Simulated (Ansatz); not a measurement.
**Nickel, dhcp under revPBE: structure, energy and stiffness**

The plan for nickel in the dhcp structure: relax it, solve it on a dense k-mesh, then scale the cell to 7 volumes from 88 to 112 % of the relaxed one and try a fit of the equation of state. Spin polarisation is left out, though the real metal is magnetic, so this state lies above the ground state. The k-meshes are 14×14×4 for the relaxation; 19×19×5 for the dense run; 16×16×5 for the volumes.

Method: DFT revPBE, plane waves (420 eV) with PAW, scalar-relativistic; the PAW data stem from PBE, with regenerated cores, in Ansatz 0.2.0.

**1. The starting structure**

The structure is hexagonal, space group P6_3/mmc (No. 194). Conventional cell: a = 2.492 Å, b = 2.492 Å, c = 8.138 Å, α = 90.00°, β = 90.00°, γ = 120.00°. Around Ni (site symmetry -3m) lie 12 Ni at 2.49 Å. Around Ni (site symmetry -6m2) lie 12 Ni at 2.49 Å.

Structure file:

```
CELL_PARAMETERS angstrom
2.49176 0.00000 0.00000
-1.24588 2.15792 0.00000
0.00000 0.00000 8.13807
ATOMIC_POSITIONS crystal
Ni 0.00000 0.00000 0.00000
Ni 0.00000 0.00000 0.50000
Ni 0.33333 0.66667 0.25000
Ni 0.66667 0.33333 0.75000
```

**2. Relaxation of the cell**

The input, input.yaml:

```yaml
crystal:
  lattice:
    - [2.491755966, 0.0, 0.0]
    - [-1.245877983, 2.1579239666, 0.0]
    - [0.0, 0.0, 8.138074985]
  atoms:
    - { symbol: Ni, position: [0.0, 0.0, 0.0] }
    - { symbol: Ni, position: [0.0, 0.0, 0.5] }
    - { symbol: Ni, position: [0.3333333333, 0.6666666667, 0.25] }
    - { symbol: Ni, position: [0.6666666667, 0.3333333333, 0.75] }
hamiltonian:
  xc: revpbe
  pseudopotentials:
    kind: paw
    azcp:
      Ni: "pseudopotentials/Ni.paw.azcp"
basis:
  ecutwfc: 420
  fft_grid_basis: typed
kpoints:
  mp_grid: { grid: [14, 14, 4], shift: [0, 0, 0] }
magnetization:
  spin_polarized: false
scf:
  occupations: { method: fermi_dirac, width: 0.1 }
relax:
  max_steps: 60
  f_tol: 0.01
  cell: {}
```

The runs that follow: The energy on a finer k-mesh; Volume × 0.88; Volume × 0.92; Volume × 0.96; Volume × 1.0; Volume × 1.04; Volume × 1.08; Volume × 1.12.

Before running it: what results should come out? Wanted: space group; conventional cell; volume; shortest distance; gap on the mesh; relative to fcc, ferromagnetic; V₀, B₀, B₀′.

**Answer**, as computed:

```
                      quantity                                   value
space group (spins left aside)                      P6_3/mmc (No. 194)
             conventional cell  a = 2.501 Å, c = 8.195 Å (c/a = 3.276)
                        volume                          11.098 Å³/atom
             shortest distance                                 2.501 Å
               gap on the mesh            none (levels filled in part)
relative to fcc, ferromagnetic                            +67 meV/atom
                   V₀, B₀, B₀′            11.070 Å³/atom, 188 GPa, 4.9
```

In words: The relaxation enlarged the cell by 1.4 % in volume. It lies 67 meV/atom above the element's reference form at the same level (fcc, ferromagnetic, from a run of its own); part of this is magnetic energy, as this run has no moments. Levels at the Fermi energy are filled in part, as in a metal. The fitted modulus is 188 GPa; letting shape and positions relax at each volume could only lower it. Relaxation kept the symmetry; phonons were not checked.
